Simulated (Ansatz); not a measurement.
**BeO (wurtzite): energy against volume**

BeO (wurtzite)

Space group P6₃mc (No. 186); a = 2.6905 Å, b = 2.6905 Å, c = 4.3699 Å, α = 90.00°, β = 90.00°, γ = 120.00°

```csv
atom,site,symmetry,x,y,z
Be,2b,3m.,0.6667,0.3333,0.0014
O,2b,3m.,0.3333,0.6667,0.1238
```

Equation-of-state scan: isotropic scaling of the cell above, V₀ being its volume. The atoms relax within the cell's symmetry.

All values below come from r2SCAN (plane waves to 500 eV, PAW, scalar-relativistic; Ansatz, an electronic-structure program). k mesh 14×14×8 (Γ-centred), Fermi-Dirac smearing 0.05 eV. E stands for the smeared free energy. Compression counts positive. With the shape held, the modulus is that of even scaling; a crystal free to change shape is softer. BeO was relaxed with its symmetry unable to fall. ΔE is measured from the relaxed starting cell.

| V (Å³/cell) | ΔE (kJ/mol of atoms) | P (GPa) |
|---|---|---|
| 23.01 | 15.62 | 54.3 |
| 23.89 | 9.43 | 39.8 |
| 24.76 | 5.02 | 27.4 |
| 25.64 | 2.11 | 16.9 |
| 26.52 | 0.50 | 7.8 |
| 27.39 | 0.00 | 0.0 |
| 28.27 | 0.45 | -6.7 |
| 29.15 | 1.73 | -12.5 |
| 30.02 | 3.70 | -17.4 |
| 30.90 | 6.29 | -21.7 |
| 31.78 | 9.40 | -25.3 |

Key numbers:

The pressure at the smallest volume comes out as 54.3 GPa, the energy cost of the largest compression is 161.8 meV/atom and the energy cost of the largest expansion comes out as 97.4 meV/atom. The bulk modulus at fixed cell shape B₀ (third-order Birch-Murnaghan fit) comes out as 225 GPa, the pressure derivative B₀′ (fit) is 3.7 and the equilibrium volume of the fit is 6.85 Å³/atom. The pressure for 5 % compression (fit) is 12.7 GPa.

(A scan under strain: stresses follow from slopes of the energy per volume, elastic moduli from its curvatures.)
